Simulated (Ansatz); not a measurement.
# TaN: the cost of one run

Computed with Ansatz 0.2.0 (DFT PBEsol, scalar-relativistic, plane waves, PAW, unless a step's input says otherwise).

## (1) The starting structure

It takes space group P6/mmm (No. 191, hexagonal). The conventional cell has a = 5.185 Å, b = 5.185 Å, c = 2.908 Å, α = 90.00°, β = 90.00°, γ = 120.00°. Ta (site symmetry 6/mmm) is surrounded by 6 N at 2.59 Å and 2 Ta at 2.91 Å. Ta (site symmetry -6m2) has 6 N at 2.09 Å as nearest neighbours. N (site symmetry mmm) is surrounded by 6 Ta at 2.09 to 2.59 Å.

As a file:

```
Ta N
1.0
     5.18500    0.00000    0.00000
    -2.59250    4.49034    0.00000
     0.00000    0.00000    2.90800
Ta N
3 3
Direct
  0.00000 0.00000 0.00000
  0.33333 0.66667 0.50000
  0.66667 0.33333 0.50000
  0.50000 0.00000 0.00000
  0.50000 0.50000 0.00000
  0.00000 0.50000 0.00000
```

The structure comes from the Crystallography Open Database.

## (2) A change within the space group

Against the listed cell: strain xx, yy, zz, yz, xz, xy = +3.2, +3.2, +4.7, +0.0, +0.0, +0.0 %.

input.yaml

```yaml
crystal:
  lattice:
    - [5.351022932, 0.0, 0.0]
    - [-2.675511466, 4.6341217953, 0.0]
    - [0.0, 0.0, 3.04473416]
  atoms:
    - { symbol: Ta, position: [0.0, 0.0, 0.0] }
    - { symbol: Ta, position: [0.3333333333, 0.6666666667, 0.5] }
    - { symbol: Ta, position: [0.6666666667, 0.3333333333, 0.5] }
    - { symbol: "N", position: [0.5, 0.0, 0.0] }
    - { symbol: "N", position: [0.5, 0.5, 0.0] }
    - { symbol: "N", position: [0.0, 0.5, 0.0] }
basis:
  ecutwfc: 420
kpoints:
  mp_grid: { grid: [9, 9, 12] }
hamiltonian:
  xc: pbesol
scf:
  occupations: { method: gaussian, width: 0.1 }
output:
  forces: true
  stress: true
  eigenvalues: true
```

What time and memory should one allow on 1 thread of an Arm CPU, shared host?

About 18 s, with a peak of 0.42 GiB.
